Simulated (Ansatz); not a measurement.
**TaN: stationary points along a deformation path**

Level of theory: DFT PBEsol, scalar-relativistic, plane waves, PAW (Ansatz). The runs took a 420 eV cutoff, a Γ-centred 24×24×24 mesh and Gaussian smearing (0.15 eV). Spin–orbit coupling is left out, which can shift energies with elements as heavy as these. No spin polarisation. Energies are free energies at this smearing, counted from the undisturbed cell; pressure is positive in compression.

The undisturbed cell (relaxed at this level; this form isn't the usual structure):

```yaml
crystal:
  lattice:
    - [2.92399, 0.00000, 0.00000]
    - [-1.46199, 2.53225, 0.00000]
    - [0.00000, 0.00000, 2.87073]
  atoms:
    - { symbol: Ta, position: [0.33333, 0.66667, 0.50000] }
    - { symbol: N, position: [0.00000, 0.00000, 0.00000] }
```

At fixed volume and fractional coordinates, lengths along (0.000, 0.000, 1.000) are scaled against those across it; ρ is that ratio over its starting value. V = 10.628 Å³/atom. Δσ is the stress along the axis less the mean stress across it (compression positive).

| ρ | ΔE (meV/atom) | Δσ (GPa) | space group |
| --- | --- | --- | --- |
| 0.800 | 773.6 | 160.71 | P-6m2 |
| 0.850 | 404.0 | 115.10 | P-6m2 |
| 0.920 | 103.5 | 56.98 | P-6m2 |
| 0.960 | 24.4 | 27.25 | P-6m2 |
| 1.000 | 0.0 | 0.00 | P-6m2 |
| 1.050 | 34.1 | -31.47 | P-6m2 |
| 1.100 | 129.3 | -61.03 | P-6m2 |
| 1.200 | 469.7 | -115.78 | P-6m2 |
| 1.300 | 967.6 | -165.12 | P-6m2 |

Question: How does the stress give the slope of the energy, and where is the energy stationary?

Answer: Along the path d ln(length) is 2/3 d ln ρ on the axis and −1/3 d ln ρ across it, so dE/d ln ρ = −(2/3) V Δσ: the energy falls with ρ where Δσ is positive. Δσ vanishes or changes sign at ρ = 1.000 (P-6m2), a minimum at 0.0 meV/atom. Pairs of stationary points between two samples would go unseen, and could change a minimum read from distant neighbours into a maximum.

Question: Integrate that slope from ρ = 1 to 0.850 by the trapezoid rule.

Answer: With V/N in Å³ and 1 eV/Å³ = 160.2 GPa the slopes at ρ = 1.000, 0.960, 0.920, 0.850 are 0, -1205, -2520, -5090 meV/atom per unit of ln ρ. The steps add 24.6 + 79.3 + 301.1 = 405.0 meV/atom, against 404.0 from the energies; the trapezoid rule misses the curvature of the slope within each step.

In a metal these slopes depend on the k mesh and the smearing.

Cost: 9 runs of about 1.7 core-minutes in all, on Intel Xeon 6975P-C (Granite Rapids) (shared hosts).